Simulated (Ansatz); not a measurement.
## CuAu in Ansatz: convergence with smearing width

Input of the first run (smearing width 0.3 eV); the others differ in this setting and in those tied to it:

Contents of input.yaml:

```yaml
crystal:
  lattice:
    - [2.8107494552, 0.0, 0.0]
    - [0.0, 2.8107494552, 0.0]
    - [0.0, 0.0, 3.685]
  atoms:
    - { symbol: Au, position: [-0.00706, 0.003154, -0.015573] }
    - { symbol: Cu, position: [0.496564, 0.48971, 0.494763] }
hamiltonian:
  xc: pbe
  pseudopotentials: { kind: paw }
kpoints:
  mp_grid: { grid: [7, 7, 5] }
scf:
  occupations: { method: fermi_dirac, width: 0.3 }
output:
  forces: true
  stress: true
  eigenvalues: true
```

Potentials or basis: Ansatz PAW.

Command:

```sh
$ ansatz run input.yaml --threads 2 --pin off --max-ram 5632MiB --backend cpu --events-out ev --progress --plain --runs-dir out
```

The cell isn't the ideal one: atoms moved at random, drawn with an rms of 0.05 Å.

Hardware: 2 threads of Intel(R) Xeon(R) Processor @ 2.50GHz (Skylake/Cascade Lake), on a shared host.

The values tried are 0.3 eV, 0.2 eV, 0.15 eV, 0.1 eV, 0.05 eV, 0.025 eV, 0.01 eV, 0.005 eV, loosest first. From which on does the pressure stay within 0.1 GPa of the tightest run that finished?

From 0.15 eV on.

```csv
smearing width,"energy less the tightest run, at zero smearing (meV/atom)",pressure (GPa),SCF cycles,CPU time (s),peak memory (GiB)
0.3 eV,8.39,5.19,7,12,0.4
0.2 eV,1.85,4.85,7,14,0.4
0.15 eV,0.60,4.75,7,13,0.4
0.1 eV,-0.24,4.69,6,11,0.4
0.05 eV,-0.46,4.66,6,12,0.4
0.025 eV,-0.22,4.66,6,12,0.4
0.01 eV,-0.06,4.66,6,12,0.4
0.005 eV,0.00,4.66,6,12,0.4
```

Against the tightest run, the energy stays within 1 meV/atom from 0.15 eV on. Narrower smearing needs a denser k mesh, so at a fixed mesh the narrowest width isn't the most accurate. The tightest run that finished is the yardstick and may itself not be fully converged.

Spin-orbit coupling is left out, which matters for the levels of Au.
